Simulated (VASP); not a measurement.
```xyz
2
Lattice="0.0000 3.0500 3.0500 3.0500 0.0000 3.0500 3.0500 3.0500 0.0000" Properties=species:S:1:pos:R:3 pbc="T T T"
Zn     0.0000     0.0000     0.0000
Te     1.5250     1.5250     1.5250
```

The numbers are results of PBE GGA + U (Dudarev), VASP's PBE PAW potentials (set 64) (plane waves; VASP), not measurements. Run with 400 eV cut-off, 7×7×7 Γ-centred mesh, Gaussian smearing of 0.050 eV, potentials Zn Te, U − J: Zn 2.00 eV.

Question: Give the stress tensor in GPa (positive for a compressed cell).

Answer: 
```
1.59  0.00  0.00
0.00  1.59  0.00
0.00  0.00  1.59
```
The pressure is its mean diagonal, 1.59 GPa.

The compound is ZnTe in the zinc blende structure. The cell was not relaxed at this level. The run is one of a series of settings (LDAU = .TRUE., LDAUJ = 0 0, LDAUL = 2 -1, LDAUTYPE = 2, LDAUU = 2.0 0 against the base run), some of them coarse on purpose.
